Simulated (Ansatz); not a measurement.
Theory: Ansatz 0.2.0, DFT, PBE, plane waves (420 eV) with PAW, scalar-relativistic.

An element in the simple cubic structure gives this curve. The cell is scaled uniformly from the relaxed one, with fractional coordinates and shape fixed. Energies are extrapolated to zero smearing, pressures are those at the given smearing. Magnetic state: non-magnetic.

| V (Å³/atom) | E − E₀ (meV/atom) | P (GPa) |
| --- | --- | --- |
| 11.282 | 130.7 | 30.89 |
| 11.795 | 53.1 | 18.29 |
| 12.308 | 11.8 | 8.08 |
| 12.821 | 0.0 | -0.22 |
| 13.334 | 12.2 | -6.98 |
| 13.846 | 43.9 | -12.50 |
| 14.359 | 91.5 | -16.99 |

(1) Which element is it?
A. vanadium
B. chromium
C. manganese
D. copper

Results:

(1) B. Its fit is V₀ = 12.80 Å³/atom, B₀ = 188 GPa, B₀′ = 4.1.
